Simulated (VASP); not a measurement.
**VASP 6.6.1, r²SCAN single-point calculation, GaAs (strained zincblende)**

INCAR

```
NBANDS = 16
PREC = Accurate
METAGGA = R2SCAN
LWAVE = .FALSE.
NELM = 120
SIGMA = 0.01
ENCUT = 520
ALGO = Normal
LASPH = .TRUE.
LCHARG = .TRUE.
ISIF = 2
IBRION = -1
EDIFF = 1E-7
ISMEAR = 0
LELF = .TRUE.
NSW = 0
LREAL = .FALSE.
```

KPOINTS

```
KPOINTS created by Atomic Simulation Environment
0
Gamma
8 8 8
0 0 0
```

KPOINTS_OPT

```
special points
6
Reciprocal
0.0000000000 0.0000000000 0.0000000000 1
-0.5000000000 -0.5000000000 0.0000000000 1
-0.3750000000 -0.3750000000 0.2500000000 1
-0.3750000000 0.0000000000 0.3750000000 1
0.0000000000 0.0000000000 0.5000000000 1
-0.5000000000 -0.2500000000 0.2500000000 1
```

POSCAR

```
Ga As
 1.0000000000000000
     0.0000000000000000    2.8330850957000000    2.8330850957000000
     2.7622579683000001    0.0000000000000000    2.8330850957000000
     2.7622579683000001    2.8330850957000000    0.0000000000000000
 Ga  As
   1   1
Cartesian
  0.0000000000000000  0.0000000000000000  0.0000000000000000
  1.3811289841500001  1.4165425478500000  1.4165425478500000
```

VASP ran with the recommended PBE PAW datasets (18 valence electrons in the cell).

Command

```
mpirun -np 1 vasp_std
```

OSZICAR

```
N       E                     dE             d eps       ncg     rms          rms(c)
DAV:   1     0.647232454523E+02    0.64723E+02   -0.92577E+03  1936   0.162E+03
DAV:   2    -0.224415602356E+02   -0.87165E+02   -0.83578E+02  2160   0.322E+02
DAV:   3    -0.290183307523E+02   -0.65768E+01   -0.65560E+01  2288   0.679E+01
DAV:   4    -0.291131345173E+02   -0.94804E-01   -0.94793E-01  2360   0.911E+00
DAV:   5    -0.291144457093E+02   -0.13112E-02   -0.13112E-02  2344   0.962E-01    0.324E+00
DAV:   6    -0.270461105452E+02    0.20683E+01   -0.50151E-01  2224   0.133E+01    0.197E+00
DAV:   7    -0.270378057583E+02    0.83048E-02   -0.16923E-01  2224   0.344E+00    0.875E-01
DAV:   8    -0.270413656317E+02   -0.35599E-02   -0.82344E-03  2408   0.738E-01    0.319E-01
DAV:   9    -0.270417696033E+02   -0.40397E-03   -0.13615E-03  2256   0.423E-01    0.461E-02
DAV:  10    -0.270417805203E+02   -0.10917E-04   -0.13002E-04  2400   0.826E-02    0.214E-02
DAV:  11    -0.270417754162E+02    0.51040E-05   -0.15689E-05  2248   0.284E-02    0.263E-03
DAV:  12    -0.270417749512E+02    0.46507E-06   -0.86536E-07  2456   0.159E-02    0.106E-03
DAV:  13    -0.270417765210E+02   -0.15698E-05   -0.79237E-08  1816   0.295E-03    0.305E-04
DAV:  14    -0.270417771433E+02   -0.62231E-06   -0.44318E-08  1216   0.402E-03    0.954E-05
DAV:  15    -0.270417770992E+02    0.44015E-07   -0.52841E-09  1176   0.107E-03
   1 F= -.27041777E+02 E0= -.27041777E+02  d E =-.161201E-25
       N       E                     dE             ncg
DAV:   1     0.158493383141E+04   -0.32304E+04      192
DAV:   2     0.106322327564E+04   -0.52171E+03      208
DAV:   3     0.102510071125E+04   -0.38123E+02      256
DAV:   4     0.102460553263E+04   -0.49518E+00      208
DAV:   5     0.102459825797E+04   -0.72747E-02      272
DAV:   6     0.102459798448E+04   -0.27348E-03      280
DAV:   7     0.102459798245E+04   -0.20375E-05      288
DAV:   8     0.102459798237E+04   -0.74341E-07      200
```

From OUTCAR

```
k-points           NKPTS =     59   k-points in BZ     NKDIM =     59   number of bands    NBANDS=     16

   NELECT =      18.0000    total number of electrons

   dimension x,y,z NGX =    30 NGY =   30 NGZ =   30
   dimension x,y,z NGXF=    60 NGYF=   60 NGZF=   60

  energy-cutoff  :      520.00
  volume of cell :       44.34
      direct lattice vectors                 reciprocal lattice vectors
     0.000000000  2.833085096  2.833085096    -0.181011334  0.176486051  0.176486051
     2.762257968  0.000000000  2.833085096     0.181011334 -0.176486051  0.176486051
     2.762257968  2.833085096  0.000000000     0.181011334  0.176486051 -0.176486051

 k-points in reciprocal lattice and weights: KPOINTS created by Atomic Simulation Env
   0.00000000  0.00000000  0.00000000       0.002
   0.12500000  0.00000000  0.00000000       0.016
   0.25000000  0.00000000  0.00000000       0.016
   0.37500000  0.00000000  0.00000000       0.016
   0.50000000  0.00000000  0.00000000       0.008
   0.12500000  0.12500000  0.00000000       0.008
   0.25000000  0.12500000  0.00000000       0.031
   0.37500000  0.12500000  0.00000000       0.031
   ...

 E-fermi :   4.0260

 k-point     1 :       0.0000    0.0000    0.0000
  band No.  band energies     occupation
      1     -11.4136      2.00000
      2     -11.4135      2.00000
      3     -11.4073      2.00000
      4     -11.3191      2.00000
      5     -11.3149      2.00000
      6      -9.4914      2.00000
      7       3.8086      2.00000
      8       3.8087      2.00000
      9       3.9567      2.00000
     10       5.0014      0.00000
     11       7.8566      0.00000
     12       7.9317      0.00000
     13       7.9318      0.00000
     14      12.1781      0.00000
     15      14.2839      0.00000
     16      14.7618      0.00000

 k-point     2 :       0.1250    0.0000    0.0000
  band No.  band energies     occupation
      1     -11.4287      2.00000
      2     -11.4095      2.00000
      3     -11.4051      2.00000
      4     -11.3194      2.00000
      5     -11.3149      2.00000
      6      -9.2933      2.00000
      7       1.9477      2.00000
      8       3.5479      2.00000
      9       3.6701      2.00000
     10       5.9338      0.00000
     11       8.2254      0.00000
     12       8.2939      0.00000
     13       8.4986      0.00000
     14      13.1229      0.00000
     15      13.5027      0.00000
     16      13.8353      0.00000

 k-point     3 :       0.2500    0.0000    0.0000
  band No.  band energies     occupation
      1     -11.4644      2.00000
      2     -11.4005      2.00000
      3     -11.3965      2.00000
      4     -11.3193      2.00000
      5     -11.3139      2.00000
      6      -8.7417      2.00000
      7      -0.3761      2.00000
      8       3.0567      2.00000
      9       3.2213      2.00000
     10       5.7424      0.00000
     11       8.7941      0.00000
     12       8.8433      0.00000
     13      10.4179      0.00000
     14      13.3503      0.00000
     15      13.3884      0.00000
     16      13.6726      0.00000

 k-point     4 :       0.3750    0.0000    0.0000
  band No.  band energies     occupation
      1     -11.4953      2.00000
      2     -11.3933      2.00000
      3     -11.3893      2.00000
      4     -11.3176      2.00000
      5     -11.3111      2.00000
      6      -8.0024      2.00000
      7      -2.2516      2.00000
      8       2.6751      2.00000
      9       2.8755      2.00000
     10       5.3955      0.00000
     11       8.8303      0.00000
     12       8.9945      0.00000
     13      12.1080      0.00000
     14      13.5912      0.00000
     15      14.6740      0.00000
     16      14.7650      0.00000

 k-point     5 :       0.5000    0.0000    0.0000
  band No.  band energies     occupation
      1     -11.5070      2.00000
      2     -11.3908      2.00000
      3     -11.3869      2.00000
      4     -11.3163      2.00000
      5     -11.3093      2.00000
      6      -7.5783      2.00000
      7      -3.0639      2.00000
      8       2.5374      2.00000
      9       2.7513      2.00000
     10       5.2654      0.00000
     11       8.7609      0.00000
     12       8.9561      0.00000
     13      12.1842      0.00000
     14      15.1266      0.00000
     15      16.3780      0.00000
     16      16.6509      0.00000

 k-point     6 :       0.1250    0.1250    0.0000
  band No.  band energies     occupation
      1     -11.4391      2.00000
      2     -11.4053      2.00000
      3     -11.3999      2.00000
      4     -11.3199      2.00000
      5     -11.3151      2.00000
      6      -9.2315      2.00000
      7       1.9245      2.00000
      8       3.1403      2.00000
      9       3.2511      2.00000
     10       6.6842      0.00000
     11       7.3377      0.00000
     12       8.8074      0.00000
     13       9.0248      0.00000
     14      12.2877      0.00000
     15      13.4624      0.00000
     16      14.8819      0.00000

 k-point     7 :       0.2500    0.1250    0.0000
  band No.  band energies     occupation
      1     -11.4665      2.00000
      2     -11.3970      2.00000
      3     -11.3922      2.00000
      4     -11.3220      2.00000
      5     -11.3137      2.00000
      6      -8.7998      2.00000
      7       0.1755      2.00000
      8       2.6104      2.00000
      9       2.7217      2.00000
     10       6.8110      0.00000
     11       7.7319      0.00000
     12       9.6456      0.00000
     13       9.8814      0.00000
     14      12.2273      0.00000
     15      14.5718      0.00000
     16      14.8371      0.00000

 k-point     8 :       0.3750    0.1250    0.0000
  band No.  band energies     occupation
      1     -11.4943      2.00000
      2     -11.3905      2.00000
      3     -11.3849      2.00000
      4     -11.3211      2.00000
      5     -11.3121      2.00000
      6      -8.1067      2.00000
      7      -1.7045      2.00000
      8       1.9899      2.00000
      9       2.3913      2.00000
     10       6.5327      0.00000
     11       8.3862      0.00000
     12       9.8931      0.00000
     13      10.6124      0.00000
     14      13.8288      0.00000
     15      14.7305      0.00000
     16      15.5452      0.00000

 k-point     9 :       0.5000    0.1250    0.0000
  band No.  band energies     occupation
      1     -11.5094      2.00000
      2     -11.3875      2.00000
      3     -11.3822      2.00000
      4     -11.3180      2.00000
      5     -11.3116      2.00000
      6      -7.5042      2.00000
      7      -2.8911      2.00000
      8       1.5276      2.00000
      9       2.3807      2.00000
     10       6.3507      0.00000
     11       8.5216      0.00000
     12       9.6183      0.00000
     13      12.2581      0.00000
     14      14.1568      0.00000
     15      15.9835      0.00000
     16      16.4839      0.00000

 k-point    10 :      -0.3750    0.1250   -0.0000
  band No.  band energies     occupation
      1     -11.5054      2.00000
      2     -11.3880      2.00000
      3     -11.3845      2.00000
      4     -11.3190      2.00000
      5     -11.3114      2.00000
      6      -7.6472      2.00000
      7      -2.6235      2.00000
      8       1.3786      2.00000
      9       2.6618      2.00000
     10       6.3912      0.00000
     11       8.7584      0.00000
     12       9.3390      0.00000
     13      12.1992      0.00000
     14      14.1144      0.00000
     15      14.3535      0.00000
     16      16.4114      0.00000

 k-point    11 :      -0.2500    0.1250   -0.0000
  band No.  band energies     occupation
      1     -11.4831      2.00000
      2     -11.3930      2.00000
      3     -11.3913      2.00000
      4     -11.3217      2.00000
      5     -11.3122      2.00000
      6      -8.3437      2.00000
      7      -1.1239      2.00000
      8       1.6177      2.00000
      9       3.1440      2.00000
     10       6.6193      0.00000
     11       8.9154      0.00000
     12       9.0463      0.00000
     13      10.5311      0.00000
     14      12.7282      0.00000
     15      14.3280      0.00000
     16      15.7101      0.00000

 k-point    12 :      -0.1250    0.1250   -0.0000
  band No.  band energies     occupation
      1     -11.4515      2.00000
      2     -11.4017      2.00000
      3     -11.4004      2.00000
      4     -11.3214      2.00000
      5     -11.3136      2.00000
      6      -8.9732      2.00000
      7       0.7127      2.00000
      8       2.3891      2.00000
      9       3.6013      2.00000
     10       6.6345      0.00000
     11       8.2231      0.00000
     12       8.4520      0.00000
     13       9.7609      0.00000
     14      12.6849      0.00000
     15      13.7827      0.00000
     16      14.3840      0.00000

 ...

  Total        0.8817795      0.4224941      0.4224941      0.0000000      0.0000000      0.0000000
  in kB       31.8608307     15.2657365     15.2657365      0.0000000      0.0000000      0.0000000
  external PRESSURE =      20.7974346 kB  Pullay stress =       0.0000000 kB

 POSITION                                       TOTAL-FORCE (eV/Angst)
 -----------------------------------------------------------------------------------
      0.00000      0.00000      0.00000         0.000000      0.000000      0.000000
      1.38113      1.41654      1.41654        -0.000000     -0.000000     -0.000000
 -----------------------------------------------------------------------------------
    total drift:                                0.000009     -0.000002     -0.000002

  FREE ENERGIE OF THE ION-ELECTRON SYSTEM (eV)
  ---------------------------------------------------
  free  energy   TOTEN  =       -27.0417770992 eV

  energy  without entropy=      -27.0417770992  energy(sigma->0) =      -27.04177710
```

```json
{"gap between bands v and c": "1.04 eV", "least direct gap": "1.04 eV", "pressure": "2.1 GPa"}
```

Band v is the last that the valence electrons fill when counted band by band, and c is the next.

The run took about 2.2 min on one core of a shared host (Intel Xeon Platinum 8488C) and held 0.21 GiB at most.
